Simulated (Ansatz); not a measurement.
Crystal: Bi.

```
CELL_PARAMETERS angstrom
-1.98143 1.98143 1.98143
1.98143 -1.98143 1.98143
1.98143 1.98143 -1.98143
ATOMIC_POSITIONS crystal
Bi 0.00000 0.00000 0.00000
```

This isn't the form of Bi at room conditions, which is rhombohedral.

```yaml
Program: Ansatz 0.2.0
Task: relaxation of cell and atoms
Functional: PBEsol
Potentials_or_basis: all-electron LAPW, scalar-relativistic
Basis_error_allowed: 0.001 eV/atom
k_mesh: 9 × 9 × 9
Occupations: fermi-dirac, width 0.05 eV
Spin: no spin polarisation
```

At the start: volume 31.12 Å³/atom.

Task: Where does the relaxation end?

Result: Over 4 steps the energy falls by 6.7 meV/atom and the volume is 30.07 Å³/atom (-3.4 %); space group Im-3m (No. 229, to 0.05 Å).

The path:
```csv
step,energy change (eV),largest force (eV/Å),volume (Å³)
1,0.0000,0.0000,31.12
2,-0.0062,0.0000,29.77
3,-0.0067,0.0000,30.07
4,-0.0067,0.0000,30.07
```

Final structure:
```
Bi
1.0
    -1.95885    1.95885    1.95885
     1.95885   -1.95885    1.95885
     1.95885    1.95885   -1.95885
Bi
1
Cartesian
  0.0000 0.0000 0.0000
```
